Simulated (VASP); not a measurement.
# GaN (R-3m) in VASP: further runs

The runs below take GaN through single point, with PBE, r2SCAN.

Program: VASP 6.6.1. These are calculated values, not measurements. Logs are shortened: lines on timing, memory, paths and dates and some standing lists are left out, and cuts for length are marked.

## (1) The cell of the first run

Symmetry: R-3m, No. 166, trigonal system. The conventional cell has a = 2.982 Å, b = 2.982 Å, c = 7.393 Å, α = 90.00°, β = 90.00°, γ = 120.00°. Ga (site symmetry -3m) has 6 N at 2.12 Å as nearest neighbours. N (site symmetry -3m) has 6 Ga at 2.12 Å as nearest neighbours.

The cell was built by a generator and needn't be a form met in nature.

## (2) Single point, PBE (shear_111 strain +1.2%)

INCAR reads:

```
SYSTEM = GaN
PREC = Accurate
ENCUT = 520
EDIFF = 1E-6
ISMEAR = -1
SIGMA = 0.02
LREAL = .FALSE.
LASPH = .TRUE.
NELM = 100
ALGO = Normal
ISIF = 2
LWAVE = .FALSE.
LCHARG = .FALSE.
GGA = PE
NBANDS = 16
```

KPOINTS reads:

```
Automatic mesh
0
G
  10 10 10
  0 0 0
```

POSCAR reads:

```
GaN
1.0
    0.0171492587      2.1256646742      2.1256646742
    2.1256646742      0.0171492587      2.1256646742
    2.1256646742      2.1256646742      0.0171492587
Ga N
1 1
Direct
    0.0000000000      0.0000000000      0.0000000000
    0.5000000000      0.5000000000      0.5000000000
```

Potentials or basis: VASP PAW PBE potentials, release 64 (Ga_d, N).

The run is started by

```sh
cat potpaw_PBE.64/Ga_d/POTCAR potpaw_PBE.64/N/POTCAR > POTCAR
mpirun -np 1 vasp_std > vasp.out
```

OUTCAR:

```text
SYSTEM = GaN
   PREC = Accurate
   ENCUT = 520
   EDIFF = 1E-6
   ISMEAR = -1
   LREAL = .FALSE.
   LASPH = .TRUE.
   NELM = 100
   ISIF = 2
   GGA = PE

 ion  position               nearest neighbor table
   1  0.000  0.000  0.000-   2 2.12   2 2.12   2 2.12   2 2.12   2 2.12   2 2.12
   2  0.500  0.500  0.500-   1 2.12   1 2.12   1 2.12   1 2.12   1 2.12   1 2.12

  LATTYP: Found a trigonal (rhomboedric) cell.
 ALAT       =     3.0061927269
 COS(alpha) =     0.5080511819

  Lattice vectors:

 A1 = (   0.0171492587,   2.1256646742,   2.1256646742)
 A2 = (   2.1256646742,   0.0171492587,   2.1256646742)
 A3 = (   2.1256646742,   2.1256646742,   0.0171492587)

Analysis of symmetry for initial positions (statically):
=====================================================================
 Subroutine PRICEL returns:
 Original cell was already a primitive cell.

 Routine SETGRP: Setting up the symmetry group for a
 trigonal (rhombohedral) supercell.

 Subroutine GETGRP returns: Found 12 space group operations
 (whereof 12 operations were pure point group operations)
 out of a pool of 12 trial point group operations.

The static configuration has the point symmetry D_3d.

Analysis of symmetry for dynamics (positions and initial velocities):
=====================================================================
 Subroutine PRICEL returns:
 Original cell was already a primitive cell.

 Routine SETGRP: Setting up the symmetry group for a
 trigonal (rhombohedral) supercell.

 Subroutine GETGRP returns: Found 12 space group operations
 (whereof 12 operations were pure point group operations)
 out of a pool of 12 trial point group operations.

The dynamic configuration has the point symmetry D_3d.

 Subroutine INISYM returns: Found 12 space group operations
 (whereof 12 operations are pure point group operations),
 and found     1 'primitive' translations

----------------------------------------------------------------------------------------

                                     Primitive cell

  volume of cell :      18.9770

  direct lattice vectors                    reciprocal lattice vectors
     0.017149259  2.125664674  2.125664674    -0.238086391  0.236180950  0.236180950
     2.125664674  0.017149259  2.125664674     0.236180950 -0.238086391  0.236180950
     2.125664674  2.125664674  0.017149259     0.236180950  0.236180950 -0.238086391

  length of vectors
[... 82 lines left out ...]
   EDIFF  = 0.1E-05   stopping-criterion for ELM
   LREAL  =      F    real-space projection
   EDIFFG = 0.1E-04   stopping-criterion for IOM
   NSW    =      0    number of steps for IOM
   IBRION =     -1    ionic relax: 0-MD 1-quasi-New 2-CG
   NFREE  =      0    steps in history (QN), initial steepest desc. (CG)
   ISIF   =      2    stress and relaxation
   ISYM   =      2    0-nonsym 1-usesym 2-fastsym
   POTIM  = 0.5000    time-step for ionic-motion
   TEBEG  =    0.0;   TEEND  =   0.0 temperature during run
   PSTRESS=    0.0 pullay stress
   NELECT =      18.0000    total number of electrons
   NUPDOWN=      -1.0000    fix difference up-down
   EMIN   =  10.00;   EMAX   =-10.00  energy-range for DOS
   EFERMI =   0.00;   METHOD = LEGACY
   ISMEAR =    -1;   SIGMA  =   0.02  broadening in eV -4-tet -1-fermi 0-gaus
   EFERMI_NEDOS =   21; number of points for ismear=-14 and -15
   IALGO  =     38    algorithm
   IMIX   =      4    mixing-type and parameters
     AMIX     =   0.40;   BMIX     =  1.00
     AMIX_MAG =   1.60;   BMIX_MAG =  1.00
  volume/ion in A,a.u.               =       9.49        64.03
  Fermi-wavevector in a.u.,A,eV,Ry     =   1.608509  3.039641 35.202361  2.587301
  Thomas-Fermi vector in A             =   2.704367
   LORBIT       =      0    0 simple, 1 ext, 2 COOP (PROOUT), +10 PAW based schemes
   GGA     = PE    functional components
   LHFCALC =     F    Hartree Fock is set to
   AEXX    =    0.0000 exact exchange contribution
   IVDW    =     0    specifies the selected vdW correction
   LEPSILON=     F    determine dielectric tensor
   LRPA    =     F    only Hartree local field effects (RPA)
 non-spin polarized calculation
  energy-cutoff  :      520.00
  volume of cell :       18.98
 maximum number of plane-waves:       531
 NGX is ok and might be reduce to    24
   NGX = 11   NGY = 11   NGZ = 11

 number of electron      18.0000008 magnetization

 Free energy of the ion-electron system (eV)
  ---------------------------------------------------
  ext. energy  EPLUGINS =         0.00000000
  ---------------------------------------------------
  free energy    TOTEN  =       -11.19378722 eV

  energy without entropy =      -11.19378722  energy(sigma->0) =      -11.19378722

 E-fermi :   8.1285     XC(G=0): -13.0495

 val. band max:        7.8387713067   @ k =   0.4000   0.2000   0.2000
 cond. band min:       8.3884741079   @ k =   0.5000   0.5000  -0.0000
 fundamental gap:      0.5497028012
 Fermi energy:         8.1284500813

 k-point     1 :       0.0000    0.0000    0.0000
  band No.  band energies     occupation
      1      -9.4173      2.00000
      2      -6.1628      2.00000
      3      -6.1591      2.00000
      4      -6.1591      2.00000
      5      -6.0659      2.00000
      6      -6.0659      2.00000
[... 433 lines left out ...]
      3      -6.0288      2.00000
      4      -5.9813      2.00000
      5      -5.9282      2.00000
      6      -4.9101      2.00000
[... 8 lines left out ...]
     15      32.4984      0.00000
     16      33.9793      0.00000

 [... further k-points ...]

------------------------ aborting loop because EDIFF is reached ----------------------------------------

  FORCE on cell =-STRESS in cart. coord.  units (eV):
  Direction    XX          YY          ZZ          XY          YZ          ZX
  --------------------------------------------------------------------------------------
  -------------------------------------------------------------------------------------
  Total        0.7288802      0.7288802      0.7288802     -0.2055932     -0.2055932     -0.2055932
  in kB       61.5375344     61.5375344     61.5375344    -17.3577179    -17.3577179    -17.3577179
  external PRESSURE =      61.5375344 kB  Pullay stress =       0.0000000 kB

 VOLUME and BASIS-vectors are now :
 -----------------------------------------------------------------------------
  energy-cutoff  :      520.00
  volume of cell :       18.98
      direct lattice vectors                 reciprocal lattice vectors
     0.017149259  2.125664674  2.125664674    -0.238086391  0.236180950  0.236180950
     2.125664674  0.017149259  2.125664674     0.236180950 -0.238086391  0.236180950
     2.125664674  2.125664674  0.017149259     0.236180950  0.236180950 -0.238086391

 POSITION                                       TOTAL-FORCE (eV/Angst)
 -----------------------------------------------------------------------------------
      0.00000      0.00000      0.00000        -0.000000      0.000000     -0.000000
      2.13424      2.13424      2.13424         0.000000     -0.000000      0.000000
 -----------------------------------------------------------------------------------
    total drift:                                0.000000     -0.000000     -0.000000

  FREE ENERGIE OF THE ION-ELECTRON SYSTEM (eV)
  ---------------------------------------------------
  free  energy   TOTEN  =       -11.1937872237 eV

  energy  without entropy=      -11.1937872155  energy(sigma->0) =      -11.19378722
```

Wall time 23 s (1 thread of AMD EPYC 9R45 (Zen 5), shared host); peak memory 0.13 GiB.

Results:

- Free energy: -11.1938 eV
- Pressure: 6.2 GPa
- Band gap on the k mesh: 0.55 eV, indirect (least direct gap 2.62 eV)

Stress tensor (GPa, compression positive):
```
 6.15 -1.74 -1.74
-1.74  6.15 -1.74
-1.74 -1.74  6.15
```

Levels at points of the mesh, in eV from the valence-band top:
```
           k point  band 6  band 7  band 8  band 9  band 10  band 11  band 12  band 13
(0.00, 0.00, 0.00)  -13.90   -0.62   -0.46   -0.46     2.17    14.45    14.81    14.81
(0.50, 0.00, 0.00)  -13.77   -8.19   -0.23   -0.16     4.61     8.95     9.06     9.33
(0.50, 0.50, 0.00)  -11.01   -7.09   -3.10   -2.95     0.55     7.82    11.85    14.40
(0.50, 0.50, 0.50)  -13.78   -8.33   -0.12   -0.12     4.81     9.23     9.23     9.31
```

A k mesh can miss the band edges.

## (3) Single point, r2SCAN (shear_111 strain +1.2%)

POSCAR is that of step 2.

INCAR.step1 reads:

```
PREC = Accurate ; ENCUT = 520
ISMEAR = 0 ; SIGMA = 0.01
LREAL = F ; LASPH = T
NELM = 100 ; NBANDS = 16
GGA = PE ; ALGO = Normal
EDIFF = 1E-4 ; LWAVE = T
LCHARG = F
```

INCAR.step2 reads:

```
PREC = Accurate ; ENCUT = 520
EDIFF = 1E-6 ; ISMEAR = 0
SIGMA = 0.01 ; LREAL = F
LASPH = T ; NELM = 100
ALGO = Normal ; ISIF = 2
LWAVE = F ; LCHARG = F
METAGGA = R2SCAN ; LMIXTAU = T
NBANDS = 16 ; ISTART = 1
```

KPOINTS reads:

```
Automatic mesh
0
Gamma
  10 10 10
```

Potentials or basis: VASP PAW PBE potentials, release 64 (Ga_d, N).

The run is started by

```sh
cat potpaw_PBE.64/Ga_d/POTCAR potpaw_PBE.64/N/POTCAR > POTCAR
cp INCAR.step1 INCAR
mpirun -np 1 vasp_std > vasp.out
cp INCAR.step2 INCAR
mpirun -np 1 vasp_std > vasp.out
```

Run time: 96 s. Hardware: 1 thread of AMD EPYC 9R45 (Zen 5), shared host; peak memory 0.14 GiB.

It converged, with:

```yaml
Free_energy: -20.9732 eV
Pressure: -1.6 GPa
Band_gap_on_the_k_mesh: 1.06 eV, indirect (least direct gap 3.19 eV)
```

Stress tensor (GPa, compression positive):
```
-1.64 -1.91 -1.91
-1.91 -1.64 -1.91
-1.91 -1.91 -1.64
```

Levels at points of the mesh, in eV from the valence-band top:
```tsv
k point	band 7	band 8	band 9	band 10	band 11	band 12
(0.00, 0.00, 0.00)	-0.63	-0.47	-0.47	2.72	15.17	15.54
(0.50, 0.00, 0.00)	-8.29	-0.24	-0.17	5.28	9.66	9.77
(0.50, 0.50, 0.00)	-7.19	-3.18	-3.03	1.06	8.49	12.98
(0.50, 0.50, 0.50)	-8.43	-0.13	-0.13	5.49	9.95	9.95
```

Caveat: the PAW data sets were made with another functional, which shifts forces and pressure a little. A k mesh can miss the band edges.

## (4) Single point, r2SCAN (uniaxial_z strain -2.3%)

POSCAR reads:

```
GaN
1.0
    0.0000000000      2.1085154154      2.0604412640
    2.1085154154      0.0000000000      2.0604412640
    2.1085154154      2.1085154154      0.0000000000
Ga N
1 1
Direct
    0.0000000000      0.0000000000      0.0000000000
    0.5000000000      0.5000000000      0.5000000000
```

INCAR.step1 reads:

```
  ALGO = Normal
  EDIFF = 1E-4
  ENCUT = 520
  GGA = PE
  ISMEAR = 0
  LASPH = T
  LCHARG = F
  LREAL = F
  LWAVE = T
  NBANDS = 16
  NELM = 100
  PREC = Accurate
  SIGMA = 0.01
```

INCAR.step2 reads:

```
  ALGO = Normal
  EDIFF = 1E-7
  ENCUT = 520
  ISIF = 2
  ISMEAR = 0
  ISTART = 1
  LASPH = T
  LCHARG = F
  LMIXTAU = T
  LREAL = F
  LWAVE = F
  METAGGA = R2SCAN
  NBANDS = 16
  NELM = 100
  PREC = Accurate
  SIGMA = 0.01
```

KPOINTS reads:

```
k-points
0
Gamma
  10 10 10
```

Potentials or basis: VASP PAW PBE potentials, release 64 (Ga_d, N).

The run is started by

```sh
cat potpaw_PBE.64/Ga_d/POTCAR potpaw_PBE.64/N/POTCAR > POTCAR
cp INCAR.step1 INCAR
mpirun -np 1 vasp_std > vasp.out
cp INCAR.step2 INCAR
mpirun -np 1 vasp_std > vasp.out
```

OUTCAR:

```text
EDIFF = 1E-7
   ENCUT = 520
   ISIF = 2
   ISMEAR = 0
   ISTART = 1
   LASPH = T
   LREAL = F
   METAGGA = R2SCAN
   NELM = 100
   PREC = Accurate

 ion  position               nearest neighbor table
   1  0.000  0.000  0.000-   2 2.06   2 2.06   2 2.11   2 2.11   2 2.11   2 2.11
   2  0.500  0.500  0.500-   1 2.06   1 2.06   1 2.11   1 2.11   1 2.11   1 2.11

  LATTYP: Found a body centered tetragonal cell.
 ALAT       =     2.9818910969
 C/A-ratio  =     1.3819694932

  Lattice vectors:

 A1 = (   0.0000000000,  -2.1085154154,  -2.0604412640)
 A2 = (   0.0000000000,   2.1085154154,  -2.0604412640)
 A3 = (   2.1085154154,   0.0000000000,   2.0604412640)

Analysis of symmetry for initial positions (statically):
=====================================================================
 Subroutine PRICEL returns:
 Original cell was already a primitive cell.

 Routine SETGRP: Setting up the symmetry group for a
 body centered tetragonal supercell.

 Subroutine GETGRP returns: Found 16 space group operations
 (whereof 16 operations were pure point group operations)
 out of a pool of 16 trial point group operations.

The static configuration has the point symmetry D_4h.

Analysis of symmetry for dynamics (positions and initial velocities):
=====================================================================
 Subroutine PRICEL returns:
 Original cell was already a primitive cell.

 Routine SETGRP: Setting up the symmetry group for a
 body centered tetragonal supercell.

 Subroutine GETGRP returns: Found 16 space group operations
 (whereof 16 operations were pure point group operations)
 out of a pool of 16 trial point group operations.

The dynamic configuration has the point symmetry D_4h.

 Subroutine INISYM returns: Found 16 space group operations
 (whereof 16 operations are pure point group operations),
 and found     1 'primitive' translations

[... 115 lines left out ...]
  volume/ion in A,a.u.               =       9.16        61.82
  Fermi-wavevector in a.u.,A,eV,Ry     =   1.627488  3.075506 36.037975  2.648716
  Thomas-Fermi vector in A             =   2.720275
   LORBIT       =      0    0 simple, 1 ext, 2 COOP (PROOUT), +10 PAW based schemes
   METAGGA = R2SCAN    functional components
   LHFCALC =     F    Hartree Fock is set to
   AEXX    =    0.0000 exact exchange contribution
   IVDW    =     0    specifies the selected vdW correction
   LEPSILON=     F    determine dielectric tensor
   LRPA    =     F    only Hartree local field effects (RPA)
 non-spin polarized calculation
 Gauss-broadening in eV      SIGMA  =   0.01
  energy-cutoff  :      520.00
  volume of cell :       18.32
 maximum number of plane-waves:       531
 NGX is ok and might be reduce to    24
   NGX = 11   NGY = 11   NGZ = 11

 number of electron      18.0000002 magnetization

 Free energy of the ion-electron system (eV)
  ---------------------------------------------------
  ext. energy  EPLUGINS =         0.00000000
  ---------------------------------------------------
  free energy    TOTEN  =       -20.95949370 eV

  energy without entropy =      -20.95949370  energy(sigma->0) =      -20.95949370

 E-fermi :   8.0934     XC(G=0): -14.3679

 val. band max:        8.0330411908   @ k =  -0.2000   0.0000   0.2000
 cond. band min:       9.1939925715   @ k =   0.5000   0.5000   0.0000
 fundamental gap:      1.1609513807
 Fermi energy:         8.0933547675

 k-point     1 :       0.0000    0.0000    0.0000
  band No.  band energies     occupation
      1     -10.3389      2.00000
      2      -6.3361      2.00000
      3      -6.3361      2.00000
      4      -6.3247      2.00000
      5      -6.2748      2.00000
      6      -6.2404      2.00000
[... 433 lines left out ...]
      3      -6.2217      2.00000
      4      -6.1393      2.00000
      5      -6.0858      2.00000
      6      -5.2053      2.00000
[... 8 lines left out ...]
     15      33.9859      0.00000
     16      36.2099      0.00000

 [... further k-points ...]

------------------------ aborting loop because EDIFF is reached ----------------------------------------

  FORCE on cell =-STRESS in cart. coord.  units (eV):
  Direction    XX          YY          ZZ          XY          YZ          ZX
  --------------------------------------------------------------------------------------
  -------------------------------------------------------------------------------------
  Total        0.6631412      0.6631412      1.2924761      0.0000000     -0.0000000      0.0000000
  in kB       57.9926251     57.9926251    113.0288524      0.0000000     -0.0000000      0.0000000
  external PRESSURE =      76.3380342 kB  Pullay stress =       0.0000000 kB

 VOLUME and BASIS-vectors are now :
 -----------------------------------------------------------------------------
  energy-cutoff  :      520.00
  volume of cell :       18.32
      direct lattice vectors                 reciprocal lattice vectors
     0.000000000  2.108515415  2.060441264    -0.237133671  0.237133671  0.242666466
     2.108515415  0.000000000  2.060441264     0.237133671 -0.237133671  0.242666466
     2.108515415  2.108515415  0.000000000     0.237133671  0.237133671 -0.242666466

 POSITION                                       TOTAL-FORCE (eV/Angst)
 -----------------------------------------------------------------------------------
      0.00000      0.00000      0.00000        -0.000000      0.000000      0.000000
      2.10852      2.10852      2.06044         0.000000      0.000000      0.000000
 -----------------------------------------------------------------------------------
    total drift:                                0.000000     -0.000000     -0.000000

  FREE ENERGIE OF THE ION-ELECTRON SYSTEM (eV)
  ---------------------------------------------------
  free  energy   TOTEN  =       -20.9594937032 eV

  energy  without entropy=      -20.9594937032  energy(sigma->0) =      -20.95949370
```

It took 1.8 min on 1 thread of AMD EPYC 9R45 (Zen 5), shared host; peak memory 0.13 GiB.

What came out:

```
Free energy            : -20.9595 eV
Pressure               : 7.6 GPa
Band gap on the k mesh : 1.16 eV, indirect (least direct gap 3.65 eV)
```

Caveat: the PAW data sets were made with another functional, which shifts forces and pressure a little.

## (5) The runs side by side

| level | cell | smearing | gap on the mesh (eV) | pressure (GPa) |
| --- | --- | --- | --- | --- |
| PBE | shear_111 strain +1.2% | fermi-dirac 0.02 eV | 0.55 | 6.2 |
| r2SCAN | shear_111 strain +1.2% | gaussian 0.01 eV | 1.06 | -1.6 |
| r2SCAN | uniaxial_z strain -2.3% | gaussian 0.01 eV | 1.16 | 7.6 |

Alike in all rows: task single point; potentials or basis VASP PAW PBE potentials, release 64 (Ga_d, N); no spin polarisation; k mesh 10 × 10 × 10; cutoff (eV) 520.

Caveats: the PAW data sets were made with another functional, which shifts forces and pressure a little (some runs).

Total energies depend on the potentials used, so only differences within one code and one set of settings carry meaning.
